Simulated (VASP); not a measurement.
Write the native input for VASP 6.6.1 that does the following.

```yaml
Task: relaxation of cell and atoms
Functional: PBEsol
Potentials_or_basis: VASP PAW PBE potentials, release 64 (Pd)
Cutoff: 600 eV
k_mesh: 16 × 16 × 16
Occupations: methfessel-paxton, width 0.1 eV
Spin: no spin polarisation
Further_INCAR_settings: ALGO = Normal; EDIFF = 1e-06; IBRION = 2; EDIFFG = -0.01; NSW = 90; ISIF = 3
```

The structure of Pd lies in POSCAR:

```
Pd
1.0
    0.0000000000      1.9465000000      1.9465000000
    1.9465000000      0.0000000000      1.9465000000
    1.9465000000      1.9465000000      0.0000000000
Pd
1
Direct
    0.0000000000      0.0000000000      0.0000000000
```

One way to write it, as run:

INCAR

```
PREC = Accurate
ENCUT = 600
EDIFF = 1E-6
ISMEAR = 1
SIGMA = 0.1
LREAL = False
LASPH = True
NELM = 80
ALGO = Normal
ISIF = 3
LWAVE = False
LCHARG = False
GGA = PS
IBRION = 2
NSW = 90
EDIFFG = -0.01
```

KPOINTS

```
regular mesh
0
Gamma
  16 16 16
```

Potentials or basis: VASP PAW PBE potentials, release 64 (Pd).

Command:

```bash
$ cat potpaw_PBE.64/Pd/POTCAR > POTCAR
$ mpirun -np 1 vasp_std > vasp.out
```

It gave:

The relaxed volume is 14.53 Å³/atom and the relaxed cell is a = 2.739 Å, b = 2.739 Å, c = 2.739 Å, α = 60.00°, β = 60.00°, γ = 60.00°. The space group after relaxing (to 0.05 Å) is Fm-3m (No. 225), the energy gained by relaxing is 2.1 meV/atom and the ionic steps are 3. The pressure after relaxing is 0.0 GPa. The band gap on the k mesh is none (metal or under the smearing width).

Caveat: the PAW data sets were made with another functional, which shifts forces and pressure a little.

Wall time 15 s on 1 thread of Intel(R) Xeon(R) 6975P-C (Granite Rapids), on a shared host, peak memory 0.16 GiB.
